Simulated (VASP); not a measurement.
# GaP (R-3m) in VASP: Born charges and dielectric tensor with LDA

Aim: the Born charges and dielectric tensor of GaP with LDA.

All numbers are computed with VASP 6.6.1; they aren't measurements. Logs are shortened: lines on timing, memory, paths and dates and some standing lists are left out, and cuts for length are marked.

**1. The structure**

Symmetry: R-3m, No. 166, trigonal system. The conventional cell has a = 3.796 Å, b = 3.796 Å, c = 18.904 Å, α = 90.00°, β = 90.00°, γ = 120.00°. Around Ga (site symmetry 3m) lie 3 P at 2.35 Å and 1 Ga at 2.42 Å. Around P (site symmetry 3m) lie 1 P at 2.19 Å and 3 Ga at 2.35 Å.

Measurements of this composition are mostly on another form, of space group No. 216.

**2. Born charges and dielectric tensor, LDA**

INCAR reads:

```
  PREC = Accurate
  ENCUT = 600
  EDIFF = 1E-8
  ISMEAR = 0
  SIGMA = 0.02
  LREAL = F
  LASPH = T
  NELM = 100
  ALGO = Fast
  ISIF = 2
  LWAVE = F
  LCHARG = F
  LEPSILON = T
  IBRION = 8
  NSW = 1
```

KPOINTS reads:

```
Automatic mesh
0
Gamma
  3 3 3
```

POSCAR reads:

```
GaP
1.0
    1.8982300000      1.0959400000      6.3011800000
   -1.8982300000      1.0959400000      6.3011800000
    0.0000000000     -2.1918900000      6.3011800000
Ga P
2 2
Direct
    0.4359300000      0.4359300000      0.4359300000
    0.5640700000      0.5640700000      0.5640700000
    0.0579600000      0.0579600000      0.0579600000
    0.9420400000      0.9420400000      0.9420400000
```

Potentials or basis: VASP PAW LDA potentials, release 64 (Ga_d, P).

On the command line:

```bash
$ cat potpaw_LDA.64/Ga_d/POTCAR potpaw_LDA.64/P/POTCAR > POTCAR
$ mpirun -np 1 vasp_std > vasp.out
```

OUTCAR:

```text
PREC = Accurate
   ENCUT = 600
   EDIFF = 1E-8
   ISMEAR = 0
   LREAL = F
   LASPH = T
   NELM = 100
   ISIF = 2
   LEPSILON = T
   IBRION = 8
   NSW = 1

 ion  position               nearest neighbor table
   1  0.436  0.436  0.436-   3 2.35   3 2.35   3 2.35   2 2.42
   2  0.564  0.564  0.564-   4 2.35   4 2.35   4 2.35   1 2.42
   3  0.058  0.058  0.058-   4 2.19   1 2.35   1 2.35   1 2.35
   4  0.942  0.942  0.942-   3 2.19   2 2.35   2 2.35   2 2.35

  LATTYP: Found a trigonal (rhomboedric) cell.
 ALAT       =     6.6715238896
 COS(alpha) =     0.8380885470

  Lattice vectors:

 A1 = (   1.8982300000,   1.0959400000,   6.3011800000)
 A2 = (  -1.8982300000,   1.0959400000,   6.3011800000)
 A3 = (   0.0000000000,  -2.1918900000,   6.3011800000)

Analysis of symmetry for initial positions (statically):
=====================================================================
 Subroutine PRICEL returns:
 Original cell was already a primitive cell.

 Routine SETGRP: Setting up the symmetry group for a
 trigonal (rhombohedral) supercell.

 Subroutine GETGRP returns: Found 12 space group operations
 (whereof 12 operations were pure point group operations)
 out of a pool of 12 trial point group operations.

The static configuration has the point symmetry D_3d.

Analysis of symmetry for dynamics (positions and initial velocities):
=====================================================================
 Subroutine PRICEL returns:
 Original cell was already a primitive cell.

 Routine SETGRP: Setting up the symmetry group for a
 trigonal (rhombohedral) supercell.

 Subroutine GETGRP returns: Found 12 space group operations
 (whereof 12 operations were pure point group operations)
 out of a pool of 12 trial point group operations.

The dynamic configuration has the point symmetry D_3d.

 Subroutine INISYM returns: Found 12 space group operations
 (whereof 12 operations are pure point group operations),
 and found     1 'primitive' translations

----------------------------------------------------------------------------------------

                                     Primitive cell

  volume of cell :      78.6521

  direct lattice vectors                    reciprocal lattice vectors
     1.898230000  1.095940000  6.301180000     0.263403276  0.152075989  0.052900225
    -1.898230000  1.095940000  6.301180000    -0.263403276  0.152075989  0.052900225
     0.000000000 -2.191890000  6.301180000     0.000000000 -0.304151979  0.052899984

  length of vectors
     6.671523890  6.671523890  6.671525400     0.308718036  0.308718036  0.308718050

  position of ions in fractional coordinates (direct lattice)
     0.435930000  0.435930000  0.435930000
     0.564070000  0.564070000  0.564070000
     0.057960000  0.057960000  0.057960000
     0.942040000  0.942040000  0.942040000

  ion indices of the primitive-cell ions
   primitive index   ion index
                 1           1
                 2           2
                 3           3
                 4           4

[... 321 lines left out ...]

[... ionic steps 4 to 9 ...]

--------------------------------------- Ionic step       10  -------------------------------------------

------------------------ aborting loop because EDIFF is reached ----------------------------------------

[... ionic steps 11 to 11 ...]

--------------------------------------- Ionic step       12  -------------------------------------------

 Free energy of the ion-electron system (eV)
  ---------------------------------------------------
  ---------------------------------------------------
  free energy    TOTEN  =        -0.05979326 eV

  energy without entropy =       -0.05979326

------------------------ aborting loop because EDIFF is reached ----------------------------------------

 INTERNAL STRAIN TENSOR  FOR ION    3  DIRECTION 3   (eV/Angst):
 -----------------------------------------------------------------------------
     4.59896  0.00000  0.00000
     0.00000  4.59896  0.00001
    -0.00000  0.00001-14.00355

 MACROSCOPIC STATIC DIELECTRIC TENSOR (including local field effects in DFT)
 ------------------------------------------------------
          23.794588     0.000000     0.000000
           0.000000    23.794576    -0.000012
           0.000000    -0.000012    22.380036
 ------------------------------------------------------

 PIEZOELECTRIC TENSOR (including local field effects)  for field in x, y, z        (e  Angst)
          XX          YY          ZZ          XY          YZ          ZX
  --------------------------------------------------------------------------------
  x     0.00000     0.00000     0.00000     0.00000     0.00000     0.00000
  y     0.00000     0.00000     0.00000     0.00000     0.00000     0.00000
  z     0.00000     0.00000     0.00000     0.00000     0.00000     0.00000

 PIEZOELECTRIC TENSOR (including local field effects)  for field in x, y, z        (C/m^2)
          XX          YY          ZZ          XY          YZ          ZX
  --------------------------------------------------------------------------------
  x     0.00000     0.00000     0.00000     0.00000     0.00000     0.00000
  y     0.00000     0.00000     0.00000     0.00000     0.00000     0.00000
  z     0.00000     0.00000     0.00000     0.00000     0.00000     0.00000

 BORN EFFECTIVE CHARGES (including local field effects) (in |e|, cummulative output)
 ---------------------------------------------------------------------------------
 ion    1
    1     2.87923     0.00000     0.00000
    2     0.00000     2.87923    -0.00000
    3     0.00000    -0.00000     1.42710
 ion    2
    1     2.87923     0.00000     0.00000
    2     0.00000     2.87923    -0.00000
    3     0.00000    -0.00000     1.42710
 ion    3
    1    -2.87923     0.00000     0.00000
    2     0.00000    -2.87923     0.00000
    3     0.00000     0.00000    -1.42710
 ion    4
    1    -2.87923     0.00000    -0.00000
    2     0.00000    -2.87923     0.00000
    3     0.00000     0.00000    -1.42710

 INTERNAL STRAIN TENSOR FOR ION    4 for displacements in x,y,z  (eV/Angst):
          X           Y           Z          XY          YZ          ZX
  --------------------------------------------------------------------------------
  x    -0.00000    -0.00000     0.00000     7.01454    -0.00000    -5.10775
  y     7.01454    -7.01453    -0.00001     0.00000    -5.24585     0.00000
  z    -4.59896    -4.59896    14.00355     0.00000    -0.00001     0.00000

 SECOND DERIVATIVES (NOT SYMMETRIZED)
 ------------------------------------
               1X          1Y          1Z          2X          2Y          2Z          3X          3Y          3Z          4X          4Y          4Z
  1X    -9.918931    0.000000    0.000000    0.497940   -0.000000    0.000000   10.078846    0.000000    0.000000   -0.657855   -0.000000    0.000000
  1Y    -0.000000   -9.918926    0.000007   -0.000000    0.497939   -0.000003    0.000000   10.078841   -0.000003    0.000000   -0.657854   -0.000001
  1Z     0.000000    0.000007  -12.638251    0.000000   -0.000003    6.367962    0.000000   -0.000003    5.083017    0.000000   -0.000001    1.187273
  2X     0.497940   -0.000000    0.000000   -9.918931    0.000000    0.000000   -0.657855   -0.000000    0.000000   10.078846    0.000000    0.000000
  2Y    -0.000000    0.497939   -0.000003   -0.000000   -9.918926    0.000007    0.000000   -0.657854   -0.000001    0.000000   10.078841   -0.000003
  2Z     0.000000   -0.000003    6.367962    0.000000    0.000007  -12.638251    0.000000   -0.000001    1.187273    0.000000   -0.000003    5.083017
  3X    10.054974    0.000000    0.000000   -0.626757    0.000000    0.000000  -10.778840   -0.000000   -0.000000    1.350623    0.000000    0.000000
  3Y     0.000000   10.054969   -0.000003    0.000000   -0.626756   -0.000001    0.000000  -10.778835    0.000008    0.000000    1.350622   -0.000005
  3Z     0.000000   -0.000003    5.092289    0.000000   -0.000001    1.181384    0.000000    0.000008  -15.082889    0.000000   -0.000005    8.809216
  4X    -0.626757    0.000000    0.000000   10.054974    0.000000    0.000000    1.350623    0.000000    0.000000  -10.778840   -0.000000   -0.000000
  4Y     0.000000   -0.626756   -0.000001    0.000000   10.054969   -0.000003    0.000000    1.350622   -0.000005    0.000000  -10.778835    0.000008
  4Z     0.000000   -0.000001    1.181384    0.000000   -0.000003    5.092289    0.000000   -0.000005    8.809216    0.000000    0.000008  -15.082889

 Eigenvectors and eigenvalues of the dynamical matrix
 ----------------------------------------------------

   1 f  =   13.852245 THz    87.036219 2PiTHz  462.061142 cm-1    57.288255 meV
             X         Y         Z           dx          dy          dz
      0.000000 -0.000004  8.240620    -0.000000   -0.000000    0.114356
      0.000000 -0.000006 10.662920     0.000000    0.000000   -0.114356
      0.000000 -0.000001  1.095649     0.000000    0.000001   -0.697798
      0.000000 -0.000009 17.807891    -0.000000   -0.000001    0.697798
[... 71 lines left out ...]
  12 f/i=    0.001833 THz     0.011519 2PiTHz    0.061154 cm-1     0.007582 meV
             X         Y         Z           dx          dy          dz
      0.000000 -0.000004  8.240620    -0.588455   -0.001947   -0.000000
      0.000000 -0.000006 10.662920    -0.588455   -0.001947   -0.000000
      0.000000 -0.000001  1.095649    -0.392065   -0.001297   -0.000000
      0.000000 -0.000009 17.807891    -0.392065   -0.001297   -0.000000

--------------------------------------------------------------------------------------------------------

 MACROSCOPIC STATIC DIELECTRIC TENSOR IONIC CONTRIBUTION
 ------------------------------------------------------
           4.047399     0.000000    -0.000000
           0.000000     4.047397    -0.000001
          -0.000000    -0.000001     1.494131
 ------------------------------------------------------

 ELASTIC MODULI CONTR FROM IONIC RELAXATION (kBar)
 Direction    XX          YY          ZZ          XY          YZ          ZX
 --------------------------------------------------------------------------------
 XX        -231.8032    105.7144    136.8514      0.0000    124.6992     -0.0000
 YY         105.7144   -231.8027    136.8513     -0.0000   -124.6992      0.0000
 ZZ         136.8514    136.8513   -361.4775     -0.0000      0.0002      0.0000
 XY           0.0000     -0.0000     -0.0000   -168.7589     -0.0000    118.8779
 YZ         124.6992   -124.6992      0.0002     -0.0000    -92.7804      0.0000
 ZX          -0.0000      0.0000      0.0000    118.8779      0.0000    -88.2434
 --------------------------------------------------------------------------------

 PIEZOELECTRIC TENSOR IONIC CONTR  for field in x, y, z        (C/m^2)
          XX          YY          ZZ          XY          YZ          ZX
  --------------------------------------------------------------------------------
  x    -0.00000     0.00000     0.00000    -0.00000     0.00000     0.00000
  y     0.00000    -0.00000     0.00000     0.00000     0.00000    -0.00000
  z     0.00000    -0.00000    -0.00000     0.00000    -0.00000     0.00000
```

Wall time 14 min (1 thread of Intel Xeon 6975P-C (Granite Rapids), shared host); peak memory 0.47 GiB.

What came out:

```
Band gap on the k mesh                                  : 0.96 eV, indirect (least direct gap 1.10 eV)
Electronic dielectric tensor (diagonal)                 : 23.79, 23.79, 22.38
Born charges (mean of the diagonal)                     : Ga +2.40; P -2.40 e
Highest phonon frequency at Γ, LO-TO splitting left out : 462 cm⁻¹
```

Phonon frequencies in cm⁻¹ (negative: imaginary):
```csv
q point,frequencies
"(0.000, 0.000, 0.000)",0 0 0 53 53 265 282 346 346 380 380 462
```

Electronic dielectric tensor:
```
23.79  0.00  0.00
 0.00 23.79  0.00
 0.00  0.00 22.38
```

Born effective charge tensors (e):
atom 1, Ga
```
2.88 0.00 0.00
0.00 2.88 0.00
0.00 0.00 1.43
```
atom 2, Ga
```
2.88 0.00 0.00
0.00 2.88 0.00
0.00 0.00 1.43
```
atom 3, P
```
-2.88  0.00  0.00
 0.00 -2.88  0.00
 0.00  0.00 -1.43
```
atom 4, P
```
-2.88  0.00  0.00
 0.00 -2.88  0.00
 0.00  0.00 -1.43
```

Caveat: the k mesh is coarse (spacing up to 0.65 Å⁻¹), so the values aren't converged; an odd mesh through Γ misses points on the zone boundary, where band edges often lie.
